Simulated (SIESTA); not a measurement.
The system is Hf.

```
Hf
1.0
     2.91381    0.00000    0.00000
     0.00000    2.91381    0.00000
     0.00000    0.00000    2.91381
Hf
1
Direct
  0.50000 0.50000 0.50000
```

The cell was built by a generator and needn't be a form met in nature.

```yaml
Program: SIESTA 5.4.2
Task: single point
Functional: PBE
Potentials_or_basis: PseudoDojo 0.4 standard (PBE files)
Basis: DZP (energy shift 0.003 Ry; two zetas on semicore shells)
Grid_cutoff: 800 Ry
Energy_shift: 0.003 Ry
k_mesh: 9 × 9 × 9
Occupations: fermi-dirac, width 0.05 eV
Spin: no spin polarisation
```

On this cell: pressure 0.4 GPa; band gap on the k mesh none (metal or under the smearing width).

The same run follows on a disturbed copy (cell strained at random at fixed volume):

```xyz
1
Lattice="2.8790 0.0109 0.0313 0.0109 2.8925 -0.0036 0.0313 -0.0036 2.9712" Properties=species:S:1:pos:R:3 pbc="T T T"
Hf    1.4843    1.4459    1.5020
```

**Question.** What does the disturbed cell give?

**Answer.** The energy (extrapolated to zero smearing) moves by +2.9 meV/atom; pressure 0.4 GPa; band gap on the k mesh none (metal or under the smearing width).

Stress tensor (GPa, compression positive):
```
 1.66  0.33  0.83
 0.33  0.89 -0.09
 0.83 -0.09 -1.36
```

Caveats: short orbitals over semicore shells can move pressures by several GPa; the basis of atomic orbitals isn't converged, which shifts pressures, moduli and gaps.
